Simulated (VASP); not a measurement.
# AlP (F-43m) in VASP: single point with PBEsol

Aim: the single point of AlP with PBEsol.

Program: VASP 6.6.1. These are calculated values, not measurements. Logs are shortened: lines on timing, memory, paths and dates and some standing lists are left out, and cuts for length are marked.

**Measured values to compare with.**

A printed reference work, data compilation reports, for a bulk crystal of AlP at 4.2 K: band gap 2.505 eV (indirect).

The runs below are set against these values where they give the same quantity.

### Step 1. The cell of the first run

The structure is cubic, space group F-43m (No. 216). The conventional cell has a = 5.451 Å, b = 5.451 Å, c = 5.451 Å, α = 90.00°, β = 90.00°, γ = 90.00°. Within 3.1 Å of Al (site symmetry -43m) lie 4 P at 2.36 Å. Within 3.1 Å of P (site symmetry -43m) lie 4 Al at 2.36 Å.

### Step 2. Single point, PBEsol

Contents of INCAR:

```
PREC = Accurate
ENCUT = 500
EDIFF = 1E-6
ISMEAR = 0
SIGMA = 0.01
LREAL = False
LASPH = True
NELM = 120
ALGO = Normal
ISIF = 2
LWAVE = False
LCHARG = False
GGA = PS
NBANDS = 11
GGA_COMPAT = False
```

Contents of KPOINTS:

```
regular mesh
0
Gamma
  5 5 5
```

Contents of POSCAR:

```
AlP
1.0
    0.0000000000      2.7255000000      2.7255000000
    2.7255000000      0.0000000000      2.7255000000
    2.7255000000      2.7255000000      0.0000000000
Al P
1 1
Direct
    0.0000000000      0.0000000000      0.0000000000
    0.2500000000      0.2500000000      0.2500000000
```

Potentials or basis: VASP PAW PBE potentials, release 64 (Al, P).

The run is started by

```bash
> cat potpaw_PBE.64/Al/POTCAR potpaw_PBE.64/P/POTCAR > POTCAR
> mpirun -np 1 vasp_std > vasp.out
```

OUTCAR:

```text
PREC = Accurate
   ENCUT = 500
   EDIFF = 1E-6
   ISMEAR = 0
   LREAL = False
   LASPH = True
   NELM = 120
   ISIF = 2
   GGA = PS

 ion  position               nearest neighbor table
   1  0.000  0.000  0.000-   2 2.36   2 2.36   2 2.36   2 2.36
   2  0.250  0.250  0.250-   1 2.36   1 2.36   1 2.36   1 2.36

  LATTYP: Found a face centered cubic cell.
 ALAT       =     5.4510000000

  Lattice vectors:

 A1 = (   0.0000000000,   2.7255000000,   2.7255000000)
 A2 = (   2.7255000000,   0.0000000000,   2.7255000000)
 A3 = (   2.7255000000,   2.7255000000,   0.0000000000)

Analysis of symmetry for initial positions (statically):
=====================================================================
 Subroutine PRICEL returns:
 Original cell was already a primitive cell.

 Routine SETGRP: Setting up the symmetry group for a
 face centered cubic supercell.

 Subroutine GETGRP returns: Found 24 space group operations
 (whereof 24 operations were pure point group operations)
 out of a pool of 48 trial point group operations.

The static configuration has the point symmetry T_d .

Analysis of symmetry for dynamics (positions and initial velocities):
=====================================================================
 Subroutine PRICEL returns:
 Original cell was already a primitive cell.

 Routine SETGRP: Setting up the symmetry group for a
 face centered cubic supercell.

 Subroutine GETGRP returns: Found 24 space group operations
 (whereof 24 operations were pure point group operations)
 out of a pool of 48 trial point group operations.

The dynamic configuration has the point symmetry T_d .

 Subroutine INISYM returns: Found 24 space group operations
 (whereof 24 operations are pure point group operations),
 and found     1 'primitive' translations

----------------------------------------------------------------------------------------

                                     Primitive cell

  volume of cell :      40.4919

  direct lattice vectors                    reciprocal lattice vectors
     0.000000000  2.725500000  2.725500000    -0.183452578  0.183452578  0.183452578
     2.725500000  0.000000000  2.725500000     0.183452578 -0.183452578  0.183452578
     2.725500000  2.725500000  0.000000000     0.183452578  0.183452578 -0.183452578

  length of vectors
     3.854439064  3.854439064  3.854439064     0.317749185  0.317749185  0.317749185

  position of ions in fractional coordinates (direct lattice)
[... 70 lines left out ...]
   ISIF   =      2    stress and relaxation
   ISYM   =      2    0-nonsym 1-usesym 2-fastsym
   POTIM  = 0.5000    time-step for ionic-motion
   TEBEG  =    0.0;   TEEND  =   0.0 temperature during run
   PSTRESS=    0.0 pullay stress
   NELECT =       8.0000    total number of electrons
   NUPDOWN=      -1.0000    fix difference up-down
   EMIN   =  10.00;   EMAX   =-10.00  energy-range for DOS
   EFERMI =   0.00;   METHOD = LEGACY
   ISMEAR =     0;   SIGMA  =   0.01  broadening in eV -4-tet -1-fermi 0-gaus
   EFERMI_NEDOS =   21; number of points for ismear=-14 and -15
   IALGO  =     38    algorithm
   IMIX   =      4    mixing-type and parameters
     AMIX     =   0.40;   BMIX     =  1.00
     AMIX_MAG =   1.60;   BMIX_MAG =  1.00
  volume/ion in A,a.u.               =      20.25       136.63
  Fermi-wavevector in a.u.,A,eV,Ry     =   0.953488  1.801831 12.369596  0.909140
  Thomas-Fermi vector in A             =   2.082148
   LORBIT       =      0    0 simple, 1 ext, 2 COOP (PROOUT), +10 PAW based schemes
   GGA     = PS    functional components
   LHFCALC =     F    Hartree Fock is set to
   AEXX    =    0.0000 exact exchange contribution
   IVDW    =     0    specifies the selected vdW correction
   LEPSILON=     F    determine dielectric tensor
   LRPA    =     F    only Hartree local field effects (RPA)
 non-spin polarized calculation
 Gauss-broadening in eV      SIGMA  =   0.01
  energy-cutoff  :      500.00
  volume of cell :       40.49
 maximum number of plane-waves:      1032
   NGX = 13   NGY = 13   NGZ = 13

 number of electron       8.0000000 magnetization

 Free energy of the ion-electron system (eV)
  ---------------------------------------------------
  ext. energy  EPLUGINS =         0.00000000
  ---------------------------------------------------
  free energy    TOTEN  =       -10.96474886 eV

  energy without entropy =      -10.96474886  energy(sigma->0) =      -10.96474886

 E-fermi :   4.6896     XC(G=0):  -9.3789

 val. band max:        4.5953566904   @ k =   0.0000   0.0000   0.0000
 cond. band min:       6.2702846072   @ k =   0.4000   0.4000   0.0000
 fundamental gap:      1.6749279168
 Fermi energy:         4.6895903925

 k-point     1 :       0.0000    0.0000    0.0000
  band No.  band energies     occupation
      1      -6.9634      2.00000
      2       4.5954      2.00000
      3       4.5954      2.00000
      4       4.5954      2.00000
      5       7.8366      0.00000
      6       9.1043      0.00000
      7       9.1043      0.00000
      8       9.1043      0.00000
      9      13.3950      0.00000
     10      13.3950      0.00000
     11      14.7162      0.00000
[... 113 lines left out ...]
 k-point    10 :      -0.4000    0.4000    0.2000
  band No.  band energies     occupation
      1      -4.7720      2.00000
      2      -0.2649      2.00000
      3       1.4248      2.00000
      4       2.3634      2.00000
      5       8.4858      0.00000
      6       9.6604      0.00000
      7      10.2225      0.00000
      8      13.1966      0.00000
      9      14.1694      0.00000
     10      15.7875      0.00000
     11      18.7147      0.00000

------------------------ aborting loop because EDIFF is reached ----------------------------------------

  FORCE on cell =-STRESS in cart. coord.  units (eV):
  Direction    XX          YY          ZZ          XY          YZ          ZX
  --------------------------------------------------------------------------------------
  -------------------------------------------------------------------------------------
  Total        0.2828414      0.2828414      0.2828414      0.0000000      0.0000000      0.0000000
  in kB       11.1914143     11.1914143     11.1914143      0.0000000      0.0000000      0.0000000
  external PRESSURE =      11.1914143 kB  Pullay stress =       0.0000000 kB

 VOLUME and BASIS-vectors are now :
 -----------------------------------------------------------------------------
  energy-cutoff  :      500.00
  volume of cell :       40.49
      direct lattice vectors                 reciprocal lattice vectors
     0.000000000  2.725500000  2.725500000    -0.183452578  0.183452578  0.183452578
     2.725500000  0.000000000  2.725500000     0.183452578 -0.183452578  0.183452578
     2.725500000  2.725500000  0.000000000     0.183452578  0.183452578 -0.183452578

 POSITION                                       TOTAL-FORCE (eV/Angst)
 -----------------------------------------------------------------------------------
      0.00000      0.00000      0.00000         0.000000      0.000000      0.000000
      1.36275      1.36275      1.36275        -0.000000     -0.000000     -0.000000
 -----------------------------------------------------------------------------------
    total drift:                                0.000000      0.000000      0.000000

  FREE ENERGIE OF THE ION-ELECTRON SYSTEM (eV)
  ---------------------------------------------------
  free  energy   TOTEN  =       -10.9647488556 eV

  energy  without entropy=      -10.9647488556  energy(sigma->0) =      -10.96474886
```

OSZICAR:

```text
N       E                     dE             d eps       ncg     rms          rms(c)
DAV:   1     0.106738708727E+02    0.10674E+02   -0.27908E+03   220   0.521E+02
DAV:   2    -0.104802920808E+02   -0.21154E+02   -0.20009E+02   277   0.889E+01
DAV:   3    -0.113395999554E+02   -0.85931E+00   -0.85743E+00   289   0.174E+01
DAV:   4    -0.113450552861E+02   -0.54553E-02   -0.54549E-02   259   0.155E+00
DAV:   5    -0.113451472969E+02   -0.92011E-04   -0.92010E-04   275   0.200E-01    0.442E+00
DAV:   6    -0.110240675450E+02    0.32108E+00   -0.58572E-01   246   0.283E+00    0.273E+00
DAV:   7    -0.109672282787E+02    0.56839E-01   -0.21416E-01   250   0.185E+00    0.130E+00
DAV:   8    -0.109647754534E+02    0.24528E-02   -0.13884E-02   247   0.567E-01    0.162E-01
DAV:   9    -0.109646919562E+02    0.83497E-04   -0.77102E-04   241   0.149E-01    0.620E-02
DAV:  10    -0.109647423796E+02   -0.50423E-04   -0.65832E-05   247   0.427E-02    0.144E-02
DAV:  11    -0.109647485537E+02   -0.61741E-05   -0.93599E-06   266   0.167E-02    0.110E-02
DAV:  12    -0.109647488556E+02   -0.30188E-06   -0.10471E-06   174   0.494E-03
   1 F= -.10964749E+02 E0= -.10964749E+02  d E =-.368261E-42
```

It took 8 s on 1 thread of Intel Xeon Platinum 8259CL at 2.50GHz (Skylake/Cascade Lake), shared host; peak memory 0.14 GiB.

What came out:

```yaml
Free_energy: -10.9647 eV
Pressure: 1.1 GPa
Band_gap_on_the_k_mesh: 1.67 eV, indirect (least direct gap 3.24 eV)
```

Caveat: the PAW data sets were made with another functional, which shifts forces and pressure a little.

### Step 3. Against experiment

Step 2. Measured gap of AlP: 2.505 eV (indirect; 4.2 K; a printed reference work, data compilation). This calculation gives 1.67 eV (-0.83 eV). The value is that of PBEsol on a finite k mesh, which can miss the band edges, without temperature or zero-point motion. Semilocal functionals fall short of measured gaps as a rule.
